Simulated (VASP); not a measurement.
# BAs (F-43m) in VASP: notebook, part 2 of 2

VASP 6.6.1. The steps go on from the part before.

## Step 5: Relaxation of the atoms, PBE (a relaxed cell with its volume scaled by 1.04)

The input, INCAR:

```
ALGO = Normal
EDIFF = 1E-7
EDIFFG = -0.01
ENCUT = 300
GGA = PE
IBRION = 2
ISIF = 2
ISMEAR = 0
LASPH = True
LCHARG = False
LREAL = False
LWAVE = False
NELM = 80
NSW = 40
PREC = Accurate
SIGMA = 0.03
```

The input, KPOINTS:

```
k-points
0
Gamma
  5 5 5
```

The input, POSCAR:

```
BAs                                     
1.0
    0.0000000000      2.4401056185      2.4401056185
    2.4401056185      0.0000000000      2.4401056185
    2.4401056185      2.4401056185      0.0000000000
  B               As            
     1     1
Direct
     0.0000000000000000    0.0000000000000000    0.0000000000000000
     0.2500000000000000    0.2500000000000000    0.2500000000000000
```

Potentials or basis: VASP PAW PBE potentials, release 64 (B_s, As).

Launch:

```bash
$ cat potpaw_PBE.64/B_s/POTCAR potpaw_PBE.64/As/POTCAR > POTCAR
$ mpirun -np 1 vasp_std > vasp.out
```

OUTCAR:

```text
EDIFF = 1E-7
   EDIFFG = -0.01
   ENCUT = 300
   GGA = PE
   IBRION = 2
   ISIF = 2
   ISMEAR = 0
   LASPH = True
   LREAL = False
   NELM = 80
   NSW = 40
   PREC = Accurate

 ion  position               nearest neighbor table
   1  0.000  0.000  0.000-   2 2.11   2 2.11   2 2.11   2 2.11
   2  0.250  0.250  0.250-   1 2.11   1 2.11   1 2.11   1 2.11

  LATTYP: Found a face centered cubic cell.
 ALAT       =     4.8802112370

  Lattice vectors:

 A1 = (   0.0000000000,   2.4401056185,   2.4401056185)
 A2 = (   2.4401056185,   0.0000000000,   2.4401056185)
 A3 = (   2.4401056185,   2.4401056185,   0.0000000000)

Analysis of symmetry for initial positions (statically):
=====================================================================
 Subroutine PRICEL returns:
 Original cell was already a primitive cell.

 Routine SETGRP: Setting up the symmetry group for a
 face centered cubic supercell.

 Subroutine GETGRP returns: Found 24 space group operations
 (whereof 24 operations were pure point group operations)
 out of a pool of 48 trial point group operations.

The static configuration has the point symmetry T_d .

Analysis of symmetry for dynamics (positions and initial velocities):
=====================================================================
 Subroutine PRICEL returns:
 Original cell was already a primitive cell.

 Routine SETGRP: Setting up the symmetry group for a
 face centered cubic supercell.

 Subroutine GETGRP returns: Found 24 space group operations
 (whereof 24 operations were pure point group operations)
 out of a pool of 48 trial point group operations.

The dynamic configuration has the point symmetry T_d .

 Subroutine INISYM returns: Found 24 space group operations
 (whereof 24 operations are pure point group operations),
 and found     1 'primitive' translations

----------------------------------------------------------------------------------------

                                     Primitive cell
[... 101 lines left out ...]
   GGA     = PE    functional components
   LHFCALC =     F    Hartree Fock is set to
   AEXX    =    0.0000 exact exchange contribution
   IVDW    =     0    specifies the selected vdW correction
   LEPSILON=     F    determine dielectric tensor
   LRPA    =     F    only Hartree local field effects (RPA)
 conjugate gradient relaxation of ions
 non-spin polarized calculation
 Gauss-broadening in eV      SIGMA  =   0.03
  energy-cutoff  :      300.00
  volume of cell :       29.06
 maximum number of plane-waves:       353
   NGX =  9   NGY =  9   NGZ =  9

 number of electron       7.9999998 magnetization

 Free energy of the ion-electron system (eV)
  ---------------------------------------------------
  ext. energy  EPLUGINS =         0.00000000
  ---------------------------------------------------
  free energy    TOTEN  =       -11.33279287 eV

  energy without entropy =      -11.33279287  energy(sigma->0) =      -11.33279287

 E-fermi :   6.1208     XC(G=0): -10.2687

 val. band max:        5.9654525909   @ k =   0.0000   0.0000   0.0000
 cond. band min:       7.1992767698   @ k =   0.4000   0.4000   0.0000
 fundamental gap:      1.2338241789
 Fermi energy:         6.1208274024

 k-point     1 :       0.0000    0.0000    0.0000
  band No.  band energies     occupation
      1      -8.8738      2.00000
      2       5.9655      2.00000
      3       5.9655      2.00000
      4       5.9655      2.00000
      5       9.1577      0.00000
      6       9.1577      0.00000
      7       9.1577      0.00000
      8       9.8487      0.00000
[... 89 lines left out ...]
 k-point    10 :      -0.4000    0.4000    0.2000
  band No.  band energies     occupation
      1      -5.4373      2.00000
      2      -1.4131      2.00000
      3       0.8541      2.00000
      4       2.0870      2.00000
      5      10.2854      0.00000
      6      11.1091      0.00000
      7      11.8050      0.00000
      8      15.1434      0.00000

------------------------ aborting loop because EDIFF is reached ----------------------------------------

  FORCE on cell =-STRESS in cart. coord.  units (eV):
  Direction    XX          YY          ZZ          XY          YZ          ZX
  --------------------------------------------------------------------------------------
  -------------------------------------------------------------------------------------
  Total       -0.8622245     -0.8622245     -0.8622245      0.0000000      0.0000000     -0.0000000
  in kB      -47.5417372    -47.5417372    -47.5417372      0.0000000      0.0000000     -0.0000000
  external PRESSURE =     -47.5417372 kB  Pullay stress =       0.0000000 kB

 VOLUME and BASIS-vectors are now :
 -----------------------------------------------------------------------------
  energy-cutoff  :      300.00
  volume of cell :       29.06
      direct lattice vectors                 reciprocal lattice vectors
     0.000000000  2.440105619  2.440105619    -0.204909163  0.204909163  0.204909163
     2.440105619  0.000000000  2.440105619     0.204909163 -0.204909163  0.204909163
     2.440105619  2.440105619  0.000000000     0.204909163  0.204909163 -0.204909163

 POSITION                                       TOTAL-FORCE (eV/Angst)
 -----------------------------------------------------------------------------------
      0.00000      0.00000      0.00000         0.000000      0.000000      0.000000
      1.22005      1.22005      1.22005        -0.000000     -0.000000     -0.000000
 -----------------------------------------------------------------------------------
    total drift:                                0.000000      0.000000      0.000000

  FREE ENERGIE OF THE ION-ELECTRON SYSTEM (eV)
  ---------------------------------------------------
  free  energy   TOTEN  =       -11.3327928655 eV

  energy  without entropy=      -11.3327928655  energy(sigma->0) =      -11.33279287

 reached required accuracy - stopping structural energy minimisation
```

OSZICAR:

```text
N       E                     dE             d eps       ncg     rms          rms(c)
DAV:   1     0.722148271053E+01    0.72215E+01   -0.28010E+03   168   0.569E+02
DAV:   2    -0.115382614131E+02   -0.18760E+02   -0.17911E+02   248   0.105E+02
DAV:   3    -0.118790258594E+02   -0.34076E+00   -0.34076E+00   184   0.160E+01
DAV:   4    -0.118802503298E+02   -0.12245E-02   -0.12245E-02   256   0.211E+00
DAV:   5    -0.118802522427E+02   -0.19128E-05   -0.19128E-05   184   0.345E-02    0.499E+00
DAV:   6    -0.113845718159E+02    0.49568E+00   -0.17479E+00   248   0.126E+01    0.274E+00
DAV:   7    -0.113381266639E+02    0.46445E-01   -0.14399E-01   280   0.315E+00    0.125E+00
DAV:   8    -0.113322304917E+02    0.58962E-02   -0.20680E-02   200   0.102E+00    0.105E-01
DAV:   9    -0.113326087157E+02   -0.37822E-03   -0.48579E-04   200   0.178E-01    0.543E-02
DAV:  10    -0.113327886769E+02   -0.17996E-03   -0.28271E-04   184   0.130E-01    0.152E-02
DAV:  11    -0.113327924272E+02   -0.37503E-05   -0.65753E-06   232   0.230E-02    0.109E-02
DAV:  12    -0.113327928250E+02   -0.39779E-06   -0.25099E-06   184   0.133E-02    0.243E-03
DAV:  13    -0.113327928655E+02   -0.40464E-07   -0.80491E-08   184   0.201E-03
   1 F= -.11332793E+02 E0= -.11332793E+02  d E =-.113328E+02
```

CONTCAR:

```text
BAs
   1.00000000000000
     0.0000000000000000    2.4401056185000001    2.4401056185000001
     2.4401056185000001    0.0000000000000000    2.4401056185000001
     2.4401056185000001    2.4401056185000001    0.0000000000000000
  B               As
     1     1
Direct
     0.0000000000000000    0.0000000000000000    0.0000000000000000
     0.2500000000000000    0.2500000000000000    0.2500000000000000

  0.00000000E+00  0.00000000E+00  0.00000000E+00
  0.00000000E+00  0.00000000E+00  0.00000000E+00
```

Wall time 5.2 s (1 thread of Intel Xeon Platinum 8488C (Sapphire Rapids), shared host); peak memory 0.11 GiB.

Results:

- Free energy: -11.3328 eV
- Band gap on the k mesh: 1.23 eV, indirect (least direct gap 3.19 eV)

Final structure:
```
B As
1.0
     0.00000    2.44011    2.44011
     2.44011    0.00000    2.44011
     2.44011    2.44011    0.00000
B As
1 1
Direct
  0.00000 0.00000 0.00000
  0.25000 0.25000 0.25000
```

Levels at points of the mesh, in eV from the valence-band top:
```tsv
k point	band 2	band 3	band 4	band 5	band 6	band 7
(0.00, 0.00, 0.00)	0.00	0.00	0.00	3.19	3.19	3.19
```

Caveat: the k mesh is coarse (spacing up to 0.45 Å⁻¹), so the values aren't converged; the cutoff is under 1.25 times the usual one of these potentials, so pressure, stress and relaxed cells hold a basis-set (Pulay) error; the relaxation stopped at its first step, so nothing moved; an odd mesh through Γ misses points on the zone boundary, where band edges often lie.

## Step 6: Relaxation of the atoms, PBE (a relaxed cell with its volume scaled by 1.06)

INCAR is that of step 5.

KPOINTS is that of step 5.

The input, POSCAR:

```
BAs                                     
1.0
    0.0000000000      2.4556481115      2.4556481115
    2.4556481115      0.0000000000      2.4556481115
    2.4556481115      2.4556481115      0.0000000000
  B               As            
     1     1
Direct
     0.0000000000000000    0.0000000000000000    0.0000000000000000
     0.2500000000000000    0.2500000000000000    0.2500000000000000
```

Potentials or basis: VASP PAW PBE potentials, release 64 (B_s, As).

Launch:

```bash
$ cat potpaw_PBE.64/B_s/POTCAR potpaw_PBE.64/As/POTCAR > POTCAR
$ mpirun -np 1 vasp_std > vasp.out
```

Wall time 5.4 s (1 thread of Intel Xeon Platinum 8488C (Sapphire Rapids), shared host); peak memory 0.11 GiB.

Results (log left out):

```
Free energy            : -11.3129 eV
Band gap on the k mesh : 1.25 eV, indirect (least direct gap 3.17 eV)
```

Final structure:
```xyz
2
Lattice="0.0000 2.4556 2.4556 2.4556 0.0000 2.4556 2.4556 2.4556 0.0000" Properties=species:S:1:pos:R:3 pbc="T T T"
B     0.0000    0.0000    0.0000
As    1.2278    1.2278    1.2278
```

Levels at points of the mesh, in eV from the valence-band top:
| k point | band 1 | band 2 | band 3 | band 4 | band 5 | band 6 | band 7 | band 8 |
| --- | --- | --- | --- | --- | --- | --- | --- | --- |
| (0.00, 0.00, 0.00) | -14.68 | 0.00 | 0.00 | 0.00 | 3.17 | 3.17 | 3.17 | 3.65 |

Caveat: the k mesh is coarse (spacing up to 0.44 Å⁻¹), so the values aren't converged; the cutoff is under 1.25 times the usual one of these potentials, so pressure, stress and relaxed cells hold a basis-set (Pulay) error; the relaxation stopped at its first step, so nothing moved; an odd mesh through Γ misses points on the zone boundary, where band edges often lie.

## Step 7: The runs side by side

| cell | gap on the mesh (eV) |
| --- | --- |
| atoms relaxed from: a relaxed cell with its volume scaled by 0.98 | 1.17 |
| atoms relaxed | 1.20 |
| atoms relaxed from: a relaxed cell with its volume scaled by 1.02 | 1.22 |
| atoms relaxed from: a relaxed cell with its volume scaled by 1.04 | 1.23 |
| atoms relaxed from: a relaxed cell with its volume scaled by 1.06 | 1.25 |

Alike in all rows: task relaxation of the atoms; level PBE; potentials or basis VASP PAW PBE potentials, release 64 (B_s, As); no spin polarisation; k mesh 5 × 5 × 5; cutoff (eV) 300; smearing gaussian 0.03 eV; the mesh is coarse, so values aren't converged.

Caveats: all runs use coarse meshes; the cutoff is under 1.25 times the usual one of these potentials, so pressure, stress and relaxed cells hold a basis-set (Pulay) error; the relaxation stopped at its first step, so nothing moved; an odd mesh through Γ misses points on the zone boundary, where band edges often lie.

Total energies depend on the potentials used, so only differences within one code and one set of settings carry meaning.
